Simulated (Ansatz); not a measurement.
Here is an Ansatz 0.2.0 calculation.

The input input.yaml:

```yaml
crystal:
  lattice:
    - [1.725725178, 0.9963478961, 3.1296800121]
    - [-1.725725178, 0.9963478961, 3.1296800121]
    - [0.0, -1.9926957921, 3.1296800121]
  atoms:
    - { symbol: P, position: [0.749245, 0.737958, 0.783535], spin: 0.5 }
    - { symbol: P, position: [0.220048, 0.238587, 0.215349], spin: -0.5 }
hamiltonian:
  xc: revpbe
  pseudopotentials: { kind: paw }
magnetization:
  spin_polarized: true
kpoints:
  mp_grid: { grid: [7, 7, 7] }
scf:
  occupations: { method: gaussian, width: 0.02 }
output:
  forces: true
  stress: true
  eigenvalues: true
  write_density: true
  write_potential: true
  elf: true
  volumetric_format: npy
```

Potentials or basis: Ansatz PAW.

Run with:

```sh
$ ansatz run input.yaml --threads 1 --pin off --max-ram 2560MiB --backend cpu --events-out ev --progress --plain --runs-dir out
```

Q: Estimate the largest force.

A: 0.685 eV/Å.

Q: Estimate the band gap on the k mesh.

A: None (metal or under the smearing width).

Forces on the atoms (eV/Å):
```
P   -0.186  0.206  0.626
P    0.186 -0.206 -0.626
```

Caveat: the PAW data sets come from PBE, with cores solved anew for the run's functional, which leaves a small shift of forces and pressure; the starting moments weren't kept.
